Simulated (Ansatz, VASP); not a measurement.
**Two plane-wave programs on C**

The input INCAR:

```
SYSTEM = C
PREC = Accurate
ENCUT = 520
EDIFF = 1E-7
ISMEAR = 0
SIGMA = 0.05
LREAL = .False.
LASPH = .True.
NELM = 60
ALGO = Normal
ISIF = 2
LWAVE = .False.
LCHARG = .False.
GGA = PE
IVDW = 12
NBANDS = 11
```

Contents of KPOINTS:

```
regular mesh
0
Gamma
  15 15 15
  0 0 0
```

File POSCAR:

```
C
1.0
    1.2118984948      0.6996899222      3.3048089804
   -1.2118984948      0.6996899222      3.3048089804
    0.0000000000     -1.3993798444      3.3048089804
C
2
Direct
    0.1609424319      0.1609424319      0.1609424319
    0.8390575681      0.8390575681      0.8390575681
```

Input for Ansatz:

```yaml
crystal:
  lattice:
    - [1.2118984948, 0.6996899222, 3.3048089804]
    - [-1.2118984948, 0.6996899222, 3.3048089804]
    - [0.0, -1.3993798444, 3.3048089804]
  atoms:
    - { symbol: C, position: [0.1609424319, 0.1609424319, 0.1609424319] }
    - { symbol: C, position: [0.8390575681, 0.8390575681, 0.8390575681] }
basis:
  ecutwfc: 520.0
kpoints:
  mp_grid: { grid: [15, 15, 15] }
hamiltonian:
  xc: pbe
  pseudopotentials: { kind: paw, azcp: { folder: soft_1 } }
  dispersion: d3bj
scf:
  occupations: { method: gaussian, width: 0.05 }
output:
  forces: true
  stress: true
  eigenvalues: true
```

Change from the starting cell: mode 4 frozen in at -0.057 Å, equal normal strain along x, y and z -0.0167.

Alike in both runs: task single point; functional PBE; dispersion D3(BJ); k mesh 15 × 15 × 15; occupations gaussian, width 0.05 eV; no spin polarisation.

|  | VASP | Ansatz |
| --- | --- | --- |
| version | VASP 6.6.1 | Ansatz 0.2.0 |
| potentials or method | VASP PAW PBE potentials, release 64 (C) | scalar-relativistic, plane waves, PAW |
| plane-wave cutoff (eV) | 520 | 520 |
| valence electrons in the cell | 8 | 8 |

Ansatz gave:

* gap on the k mesh at the Fermi level (eV): 0.92
* least direct gap on the mesh (eV): 0.92
* pressure (GPa): 15.5
* largest component of the traceless stress (GPa): 17.21
* rms of the force components (eV/Å): 1.060

Q: Which values does VASP return?

A: gap on the k mesh at the Fermi level (eV): 0.92; least direct gap on the mesh (eV): 0.92; pressure (GPa): 15.9; largest component of the traceless stress (GPa): 17.77; rms of the force components (eV/Å): 1.056.

Atom by atom the forces differ by 0.004 eV/Å (rms over components).

Caveats: so large a pressure means that the cell lies far from this level's equilibrium, or that cutoff or potentials fall short (VASP); an odd mesh through Γ misses points on the zone boundary, where band edges often lie; forces of over 1 eV/Å show positions far from the minimum, so gaps and moduli don't describe the material at rest.
